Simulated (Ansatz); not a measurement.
# Cu4Ni: what a guessed cell relaxes into, part 2 of 2

The task: take a trial cell of Cu4Ni to zero force and stress, then test the end with a random kick.

Ansatz 0.2.0; DFT PBE, scalar-relativistic, plane waves, PAW. Earlier steps stand in the parts before.

## Step 6: Kicked and relaxed without symmetry

Atoms are moved at random (σ = 0.05 Å a coordinate) and the cell is strained at random (σ = 1.5 % a component).

File input.yaml:

```yaml
crystal:
  lattice:
    - [2.521173545, -0.0024056615, 0.0449285658]
    - [-1.2626700863, 2.2259260925, -0.0231725263]
    - [0.3711029862, -0.0067549799, 20.671621968]
  atoms:
    - { symbol: Cu, position: [0.3286077471, 0.6991069109, 0.0556734044] }
    - { symbol: Cu, position: [0.3179322705, 0.665652704, 0.4481432568] }
    - { symbol: Cu, position: [0.2866370067, 0.6305191433, 0.6503817695] }
    - { symbol: Cu, position: [0.375261661, 0.6984045751, 0.8434550216] }
    - { symbol: Cu, position: [0.6872966765, 0.3216905634, 0.1517090792] }
    - { symbol: Cu, position: [0.6667958909, 0.3104020827, 0.3441877433] }
    - { symbol: Cu, position: [0.6884477429, 0.3326990344, 0.5467380589] }
    - { symbol: Cu, position: [0.667740116, 0.3353509452, 0.9529023994] }
    - { symbol: Ni, position: [0.3204736377, 0.6717123682, 0.2541472908] }
    - { symbol: Ni, position: [0.6608072508, 0.3344616729, 0.752661976] }
basis:
  ecutwfc: 420
kpoints:
  mp_grid: { grid: [12, 12, 1] }
hamiltonian:
  xc: pbe
scf:
  occupations: { method: gaussian, width: 0.2 }
  lower_state_search: "off"
output:
  forces: true
  stress: true
  eigenvalues: true
relax:
  adjacent_minimum: "off"
  f_tol: 0.025
  max_steps: 60
  cell: { stress_tol: 0.25 }
```

Launch:

```
> ansatz run input.yaml --threads 4 --pin off --max-ram 8192MiB --backend cpu --events-out ev --progress --plain --runs-dir out
```

The log of the run:

```text
Warning: RAYON_NUM_THREADS=4 ignored (pool sized by the plan → 4); use --threads N
Engine: ansatz 0.2.0, x86_64-unknown-linux-gnu
Pseudopotentials: kind: paw
Pseudopotential: Cu, paw, valence charge 19, recommended cutoff 420 eV (normal), Cu.paw.azcp
Pseudopotential: Ni, paw, valence charge 18, recommended cutoff 420 eV (normal), Ni.paw.azcp
Functional definition: PBE
  parameter kappa = 0.804
  parameter beta = 0.06672455060314922
  exchange = pbe_x(kappa = kappa, mu = beta*pi^2/3)
  correlation = pbe_c(beta = beta)
Crystal: 10 atoms, lattice volume = 115.908 Å³
Basis set: ecut = 420 eV, 2297 PW (Γ), exchange–correlation on 36×36×288 points (8 copies of the dense FFT grid, shifted against one another)
Bands: 113, of which v1, the nominal top of the filled ones, is band 94 counted from 1 (93 counted from 0)
Symmetry: 1 space group operations
Space group: P1 (ITA 1), of the structure as read, at distance tolerance 4.9e-5 Å
k-points: 74 of 144 (time reversal used)
Non-local potential: Cu, projectors of the file, l = 0: 3, l = 1: 2, l = 2: 3, l = 3: 1
Non-local potential: Ni, projectors of the file, l = 0: 3, l = 1: 2, l = 2: 3, l = 3: 1
PAW form: soft (Blöchl's): semilocal exchange-correlation on the pseudo side does not see the compensation charge
PAW one-centre angular grid: Cu, 590 points (default); XC on 64 Gauss nodes
PAW one-centre angular grid: Ni, 590 points (default); XC on 64 Gauss nodes
Initial density: superposition of atomic densities (neutral atoms: chi_scale 0, normalization atom), corrected by the library's trained network
Initial wavefunctions: pseudopotential atomic-orbital guess
Functional: x = pbe(κ = 0.804, μ = 0.2195149727645171), c = pbe(β = 0.06672455060314922)
SCF iter   1: F=—  HF=-64680.330655 eV  |F-HF|=—  |Δ(HF+E_count)|=         —  Δρ=9.96e-3  dr2=1.88e-1  ethr=1.77e-3  ⟨swp⟩=4.6  Hψ=24781  notcnv=0  defer=141
preconditioner: auto → Kerker (q_TF=auto, 2.957 Å⁻¹)  [metal: Δε(μ)=0.006 eV  Ē_g=10.075 eV  σ=0.200 eV  W_gap=0.02  n_scr=48 (ndim 8)  ℏωp=35.8 eV  f_vac=0.000  D(μ)=6.48/eV (n_scr^D=74)]
SCF iter   2: F=—  HF=-64680.326352 eV  |F-HF|=—  |Δ(HF+E_count)|=   4.30e-3  Δρ=2.86e-3  dr2=3.57e-2  ethr=1.00e-4  ⟨swp⟩=1.0  Hψ=9620  notcnv=0  defer=129
SCF iter   3: F=—  HF=-64680.325625 eV  |F-HF|=—  |Δ(HF+E_count)|=   7.28e-4  Δρ=1.15e-3  dr2=1.13e-2  ethr=1.90e-5  ⟨swp⟩=1.0  Hψ=7486  notcnv=0  defer=129
SCF iter   4: F=—  HF=-64680.325289 eV  |F-HF|=—  |Δ(HF+E_count)|=   3.36e-4  Δρ=4.25e-4  dr2=8.74e-4  ethr=6.02e-6  ⟨swp⟩=1.0  Hψ=7489  notcnv=0  defer=129
SCF iter   5: F=—  HF=-64680.325244 eV  |F-HF|=—  |Δ(HF+E_count)|=   4.55e-5  Δρ=3.17e-4  dr2=3.82e-4  ethr=4.65e-7  ⟨swp⟩=2.0  Hψ=12237  notcnv=0  defer=129
SCF iter   6: F=—  HF=-64680.325217 eV  |F-HF|=—  |Δ(HF+E_count)|=   2.69e-5  Δρ=8.24e-5  dr2=2.39e-5  ethr=2.03e-7  ⟨swp⟩=1.3  Hψ=8773  notcnv=0  defer=129
SCF iter   7: F=—  HF=-64680.325202 eV  |F-HF|=—  |Δ(HF+E_count)|=   1.48e-5  Δρ=2.92e-5  dr2=5.66e-6  ethr=1.27e-8  ⟨swp⟩=1.9  Hψ=11236  notcnv=0  defer=129
SCF iter   8: F=—  HF=-64680.325202 eV  |F-HF|=—  |Δ(HF+E_count)|=   2.31e-7  Δρ=2.90e-5  dr2=1.72e-6  ethr=3.01e-9  ⟨swp⟩=1.9  Hψ=10455  notcnv=0  defer=129
SCF iter   9: F=—  HF=-64680.325202 eV  |F-HF|=—  |Δ(HF+E_count)|=   1.30e-7  Δρ=1.27e-5  dr2=5.16e-7  ethr=9.13e-10  ⟨swp⟩=2.0  Hψ=10557  notcnv=0  defer=129
SCF iter  10: F=-64680.325201 eV  HF=-64680.325201 eV  |F-HF|=3.56e-8  |Δ(HF+E_count)|=   2.25e-8  Δρ=3.74e-6  dr2=3.61e-8  ethr=5.32e-11  ⟨swp⟩=8.1  Hψ=40874  notcnv=0
SCF 1 converged in 10 iterations: F = -64680.325201 eV  dr2 = 3.61e-8
relax step   1: F+E_penalty+E_count = -64680.32520145 eV  Δ(F+E_penalty+E_count) = +0.000e0 eV  max|allowed force component| = 1.573e0 eV/Å  Δτ_max = 0.0000 Å  P = +3.615 GPa  Ω = 115.908 Å³  (10 SCF iters, dr2 threshold 1.00e-7 eV, accepted)
[... 16 lines left out ...]
relax step   2: F+E_penalty+E_count = -64680.53969126 eV  Δ(F+E_penalty+E_count) = -2.145e-1 eV  max|allowed force component| = 9.289e-1 eV/Å  Δτ_max = 0.0478 Å  P = +2.056 GPa  Ω = 116.273 Å³  energy of the carried Pulay correction = -2.613e-4 eV  (9 SCF iters, dr2 threshold 1.00e-6 eV, accepted)
[... 15 lines left out ...]
relax step   3: F+E_penalty+E_count = -64680.71202653 eV  Δ(F+E_penalty+E_count) = -1.723e-1 eV  max|allowed force component| = 2.271e-2 eV/Å  Δτ_max = 0.0936 Å  P = -0.491 GPa  Ω = 117.554 Å³  energy of the carried Pulay correction = -1.173e-3 eV  (10 SCF iters, dr2 threshold 1.00e-6 eV, accepted)
[... 12 lines left out ...]
relax step   4: F+E_penalty+E_count = -64680.71346558 eV  Δ(F+E_penalty+E_count) = -1.439e-3 eV  max|allowed force component| = 2.777e-3 eV/Å  Δτ_max = 0.0125 Å  P = +0.120 GPa  Ω = 117.082 Å³  energy of the carried Pulay correction = -8.385e-4 eV  (7 SCF iters, dr2 threshold 1.00e-6 eV, accepted)
[... 10 lines left out ...]
relax step   5: F+E_penalty+E_count = -64680.71395601 eV  Δ(F+E_penalty+E_count) = -4.904e-4 eV  max|allowed force component| = 2.688e-3 eV/Å  Δτ_max = 0.0000 Å  P = +0.115 GPa  Ω = 117.082 Å³  stress off target by 1.56e-1 GPa  SCF on the basis re-selected at this cell (its energy is not comparable with the rows above)  (6 SCF iters)
basis re-selected at this cell: Δ(F+E_penalty+E_count) = -4.904e-4 eV, ΔP = -0.005 GPa vs the last step (what re-selecting the basis moved, of the pressure what is left beyond the Pulay correction that the steps carried, after the strain that the cell walked since its last selection, with what the two solves' SCF thresholds leave and, on support functions, any second-order correction that the steps lacked; it is no measure of the basis error at this ecutwfc). This SCF's stress stands 1.56e-1 GPa from its target on what of the cell is left free (relax.cell.stress_tol is 2.50e-1 GPa) and its largest allowed force component is 2.69e-3 eV/Å (relax.f_tol is 2.50e-2 eV/Å): within both
SCF converged after 6 iterations
Free energy (F): -64680.713956 eV
Harris-Foulkes:  -64680.713956 eV  (|F-HF|=1.39e-9)
Internal energy: -64680.584563 eV  (E = F + TS)
E sigma→0 (E₀):  -64680.649260 eV
Entropy (-TS):   -0.129393 eV (-12.939 meV/atom)
Fermi energy:    16.792198 eV
--- Per-component energies (eV) ---
  E_band       = -3465.083398
  E_kinetic    = 2964.229591
  E_local      = -39421.571270  (includes V_loc(G=0)·N_el)
  E_nonlocal   = 4393.030770
  E_hartree    = 17205.970169
  E_xc         = -885.413345
  E_vxc        = -1142.402132  (∫ρ·V_xc dr)
  E_paw        = -16565.190191  (= ΣΔE_a)
  E_vpaw       = -4670.310161  (= ΣTr[D̂ρ^β])
  E_aug_tail   = 0.002887  (compensation charges beyond the density's cutoff)
  E_ewald      = -32371.643174
  E_smearing   = -0.129393  (= −TS)
  E_closure    = -0.000000  (closes the sum)
  Σ components = -64680.713956   (vs F -64680.713956, Δ=0.00e0)
--- Forces (eV/Å), atoms counted from 1 ---
  atom   1  Cu     0.00023165    -0.00032390    -0.00048270
  atom   2  Cu     0.00005821     0.00106288     0.00008319
  atom   3  Cu    -0.00022748     0.00095784     0.00250529
  atom   4  Cu    -0.00046750    -0.00019314    -0.00147072
  atom   5  Cu     0.00033078    -0.00089826     0.00268809
  atom   6  Cu    -0.00016467     0.00012268    -0.00154120
  atom   7  Cu    -0.00019887     0.00015935    -0.00015591
  atom   8  Cu    -0.00023663    -0.00118450     0.00028715
  atom   9  Ni    -0.00026852     0.00070295    -0.00100051
  atom  10  Ni     0.00094272    -0.00040600    -0.00091046
  max |Σ_I F_I| component: 2.21e-6 eV/Å
--- Stress (GPa, compression-positive) ---
        0.147009      -0.001278       0.008551
       -0.001278       0.155642      -0.000864
        0.008551      -0.000864       0.042829
  P = ⅓ Tr σ = 0.1152 GPa (1.152 kbar)
--- Band table (eV; the first three rows and the last of 74) ---
  k-point 0: bands = ["-95.7634", "-95.7634", "-95.7574", "-95.7574", "-95.6837", "-95.6837", "-95.6836", "-95.6836", "-85.9872", "-85.9872", "-53.1453", "-53.1452", "-53.1014", "-53.1014", "-53.0961", "-53.0961", "-53.0961", "-53.0961", "-53.0893", "-53.0893", "-53.0893", "-53.0893", "-53.0415", "-53.0412", "-53.0363", "-53.0361", "-53.0103", "-53.0103", "-53.0103", "-53.0103", "-53.0102", "-53.0102", "-53.0101", "-53.0101", "-46.3644", "-46.3644", "-46.3643", "-46.3643", "-46.2822", "-46.2822", "7.5351", "7.7781", "8.0417", "8.8392", "9.0750", "10.3253", "10.5316", "11.4255", "11.7690", "11.8959", "13.6013", "13.6441", "13.6458", "13.6540", "13.7392", "13.8346", "13.8358", "13.8362", "13.8375", "13.8666", "13.8677", "13.8810", "13.8820", "13.9704", "13.9714", "13.9922", "13.9933", "14.0320", "14.0329", "14.0360", "14.0369", "14.2206", "14.5215", "14.5219", "14.5227", "14.5230", "14.6847", "14.6854", "14.7341", "14.7376", "14.7384", "14.7596", "14.8558", "14.8563", "14.9545", "14.9550", "15.0225", "15.0273", "15.0276", "15.0798", "15.0802", "15.4762", "15.4773", "15.4779", "15.4789", "15.8609", "16.4218", "16.4219", "16.4219", "16.4221", "20.7814", "22.5714", "23.2456", "26.8112", "27.1260", "31.6888", "31.7240", "36.5836", "36.9904", "38.5257", "38.5654", "38.6478", "38.9128"]
[... 3 lines left out ...]
--- Relaxed structure (4 steps of the walk, 4 accepted, 1 SCFs on fresh bases) ---
  F+E_penalty+E_count = -64680.71395601 eV   max|allowed force component| = 2.688e-3 eV/Å   (the final SCF, on the basis selected at the relaxed cell)
  cell:  # Å, volume = 117.0822 Å³
    - [2.5374929348410324, 3.6009884495493778e-6, -0.00021854916685665887]
    - [-1.2687438858535385, 2.1971680145882453, 0.00012953329717800208]
    - [-0.002519667722209018, 0.00020041401721492772, 21.000145462674247]
  atoms:
    - { symbol: Cu, position: [0.3337338441197063, 0.6676961545071409, 0.050588166015377356] }
    - { symbol: Cu, position: [0.33280519014438725, 0.6654013156414287, 0.4494128270231352] }
    - { symbol: Cu, position: [0.33291792880507975, 0.6659512992483783, 0.6516240093493556] }
    - { symbol: Cu, position: [0.33368303374782105, 0.6673133671776248, 0.8483714820606548] }
    - { symbol: Cu, position: [0.6668989190600365, 0.3340069662555708, 0.15162480289107316] }
    - { symbol: Cu, position: [0.6665025896341359, 0.3326771521946239, 0.34837361959620206] }
    - { symbol: Cu, position: [0.6662809087018994, 0.33238493125749424, 0.5505862672065853] }
    - { symbol: Cu, position: [0.6673822743003056, 0.3346780508052254, 0.9494112470801672] }
    - { symbol: Ni, position: [0.3332880745547509, 0.6663925089216151, 0.25000478998273834] }
    - { symbol: Ni, position: [0.6665072370318782, 0.3334982540908983, 0.7500027886947113] }
```

Run time: 2.1 min. Hardware: 4 threads of Intel Xeon Platinum 8488C (Sapphire Rapids), shared host; peak memory 1.1 GiB.

Relaxation path:

```csv
step,E - E(step 1) (eV/cell),largest force component (eV/Å),pressure (GPa),volume (Å³)
1,0.0000,1.5727,3.61,115.91
2,-0.2145,0.9289,2.06,116.27
3,-0.3868,0.0227,-0.49,117.55
4,-0.3883,0.0028,0.12,117.08
5,-0.3888,0.0027,0.12,117.08
```

Step 1 is the start. Step 5 repeats the geometry before it on a plane-wave basis chosen anew for that cell, so its energy need not be comparable with the rows above.

|  | before | after | change |
| --- | --- | --- | --- |
| a (Å) | 2.522 | 2.537 | +0.6 % |
| b (Å) | 2.559 | 2.537 | -0.9 % |
| c (Å) | 20.675 | 21.000 | +1.6 % |
| α (°) | 91.04 | 89.99 | -1.2 % |
| β (°) | 87.95 | 90.01 | +2.3 % |
| γ (°) | 119.62 | 120.00 | +0.3 % |
| volume (Å³/atom) | 11.59 | 11.71 | +1.0 % |
| shortest distance (Å) | 2.318 | 2.532 | +9.2 % |
| space group (0.01 Å) | P1 | P6_3/mmc | changed |

Against the unmoved cell on the same mesh the energy changed by 0.0 meV/atom and the volume by +0.0 %. At a tolerance of 0.1 Å, which suits this loose relaxation, its space group is P6_3/mmc.

## Step 7: Outcome

What follows sums up all 2 parts.

| quantity | value |
| --- | --- |
| symmetry at the end (tolerance 0.05 Å) | space group P6_3/mmc (No. 194) |
| conventional cell | a = 2.539 Å, b = 2.539 Å, c = 20.970 Å, α = 90.00°, β = 90.00°, γ = 120.00° |
| volume | 11.71 Å³/atom |
| energy over the elements | +0.02 eV/atom |
| gap on the mesh | none (metal) |

The space group P6_3/mmc (No. 194) is kept, at nearly the size of the first guess. The formation energy of this structure is too near zero to say whether it is bound against the elements. The kicked cell came back to the same energy, so the end is stable against the distortions that fit this cell and this draw; modes that don't fit the cell aren't tested. A spin-polarised run here lost its starting moments, which speaks against magnetism, though one start doesn't rule it out. Other magnetic orders were not searched.
